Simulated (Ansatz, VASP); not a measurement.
## Two plane-wave programs on CdS

Contents of INCAR:

```
PREC = Accurate ; ENCUT = 520
EDIFF = 1E-7 ; ISMEAR = -1
SIGMA = 0.02 ; LREAL = False
LASPH = True ; NELM = 100
ALGO = Fast ; ISIF = 2
LWAVE = False ; LCHARG = False
GGA = PE ; NBANDS = 26
```

File KPOINTS:

```
regular mesh
0
Gamma
  12 12 4
```

The input POSCAR:

```
CdS
1.0
    4.1646012620      0.0000000000      0.0000000000
   -2.0823006310      3.6066504895      0.0000000000
    0.0000000000      0.0000000000      6.7660105241
Cd S
2 2
Direct
    0.3333333333      0.6666666667     -0.0009631138
    0.6666666667      0.3333333333      0.4990368862
    0.3333333333      0.6666666667      0.3759631138
    0.6666666667      0.3333333333      0.8759631138
```

Input for Ansatz:

```yaml
crystal:
  lattice:
    - [4.164601262, 0.0, 0.0]
    - [-2.082300631, 3.6066504895, 0.0]
    - [0.0, 0.0, 6.7660105241]
  atoms:
    - { symbol: Cd, position: [0.3333333333, 0.6666666667, -0.0009631138] }
    - { symbol: Cd, position: [0.6666666667, 0.3333333333, 0.4990368862] }
    - { symbol: S, position: [0.3333333333, 0.6666666667, 0.3759631138] }
    - { symbol: S, position: [0.6666666667, 0.3333333333, 0.8759631138] }
kpoints:
  mp_grid: { grid: [12, 12, 4] }
  band_path:
    path:
      - [0.0, 0.0, 0.0]
      - [0.5, 0.0, 0.0]
      - [0.3333333333, 0.3333333333, 0.0]
      - [0.0, 0.0, 0.5]
      - [0.5, 0.0, 0.5]
      - [0.3333333333, 0.3333333333, 0.5]
    npoints: 1
hamiltonian:
  xc: pbe
scf:
  occupations: { method: fermi_dirac, width: 0.02 }
  n_extra_bands: 5
output:
  forces: true
  stress: true
  eigenvalues: true
  write_density: true
  write_potential: true
  elf: true
  volumetric_format: npy
```

The cell was built by a generator and needn't be a form met in nature.

Alike in both runs: task single point; functional PBE; k mesh 12 × 12 × 4; occupations fermi-dirac, width 0.02 eV; no spin polarisation.

|  | VASP | Ansatz |
| --- | --- | --- |
| version | VASP 6.6.1 | Ansatz 0.2.0 |
| potentials or method | VASP PAW PBE potentials, release 64 (Cd, S) | plane waves, PAW |
| plane-wave cutoff (eV) | 520 | 420 |
| valence electrons in the cell | 36 | 52 |

```csv
,VASP,Ansatz,Ansatz less VASP
gap on the k mesh at the Fermi level (eV),1.18,1.17,-0.002
pressure (GPa),1.7,1.4,-0.34
largest component of the traceless stress (GPa),0.05,0.05,-0.001
```

The two sets of potentials don't hold the same shells in valence.

A k mesh can miss the band edges. PBE gaps usually lie below the measured ones, often by a third to a half.
